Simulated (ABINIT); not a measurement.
The system is Pb.

```
Pb
1.0
     3.48000    0.00000    0.00000
    -1.74000    3.01377    0.00000
     0.00000    0.00000    5.59000
Pb
2
Direct
  0.66667 0.33333 0.75000
  0.33333 0.66667 0.25000
```

This isn't the form of Pb at room conditions, which is fcc.

```yaml
Program: ABINIT 10.8.3 (patched build)
Task: relaxation of cell and atoms
Functional: PW91
Potentials_or_basis: JTH PAW PBE v2.0
Cutoff: 707 eV
k_mesh: 7 × 7 × 4
Occupations: fermi-dirac, width 0.05 eV
Spin: no spin polarisation
```

At the start: pressure 3.8 GPa; volume 29.31 Å³/atom.

Problem. How do energy, volume and symmetry change on relaxing?

Solution. Over 5 steps the energy falls by 26.5 meV/atom and the volume is 31.75 Å³/atom (+8.3 %); space group P6_3/mmc (No. 194, to 0.05 Å).

Step by step:
| step | energy change (eV) | largest force (eV/Å) | pressure (GPa) | volume (Å³) |
| --- | --- | --- | --- | --- |
| 1 | 0.0000 | 0.0000 | 3.80 | 58.63 |
| 2 | -0.0149 | 0.0000 | 3.12 | 59.31 |
| 3 | -0.0516 | 0.0000 | 0.43 | 62.72 |
| 4 | -0.0528 | 0.0000 | 0.07 | 63.32 |
| 5 | -0.0530 | 0.0000 | -0.02 | 63.50 |

Final structure:
```
CELL_PARAMETERS angstrom
3.58855 0.00000 0.00000
-1.79427 3.10777 0.00000
0.00000 0.00000 5.69342
ATOMIC_POSITIONS crystal
Pb 0.66667 0.33333 0.75000
Pb 0.33333 0.66667 0.25000
```

Caveat: the PAW data sets were made with another functional, which shifts forces and pressure a little.
